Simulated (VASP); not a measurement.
A run of VASP 6.6.1 is set up as follows.

Contents of INCAR:

```
PREC = Accurate
ENCUT = 600
EDIFF = 1E-7
ISMEAR = 0
SIGMA = 0.03
LREAL = False
LASPH = True
NELM = 80
ALGO = Normal
ISIF = 3
LWAVE = False
LCHARG = False
GGA = PE
IBRION = 2
NSW = 90
EDIFFG = -0.005
```

The input KPOINTS:

```
Automatic mesh
0
Gamma
  8 8 8
```

The input POSCAR:

```
KBr                                     
1.0
    0.0000000000      3.3513656039      3.3513656039
    3.3513656039      0.0000000000      3.3513656039
    3.3513656039      3.3513656039      0.0000000000
  K               Br            
     1     1
Direct
     0.0000000000000000    0.0000000000000000    0.0000000000000000
     0.5000000000000000    0.5000000000000000    0.5000000000000000
```

Potentials or basis: VASP PAW PBE potentials, release 64 (K_sv, Br).

The run is started by

```console
$ cat potpaw_PBE.64/K_sv/POTCAR potpaw_PBE.64/Br/POTCAR > POTCAR
$ mpirun -np 1 vasp_std > vasp.out
```

Q: Predict the relaxed volume.

A: 37.76 Å³/atom.

Q: Estimate the space group after relaxing (to 0.05 Å).

A: Fm-3m (No. 225).

Final structure:
```yaml
crystal:
  lattice:
    - [0.00000, 3.35481, 3.35481]
    - [3.35481, 0.00000, 3.35481]
    - [3.35481, 3.35481, 0.00000]
  atoms:
    - { symbol: K, position: [0.00000, 0.00000, 0.00000] }
    - { symbol: Br, position: [0.50000, 0.50000, 0.50000] }
```

PBE usually gives volumes a little too large and moduli too small. Zero-point motion and thermal expansion aren't in these numbers.
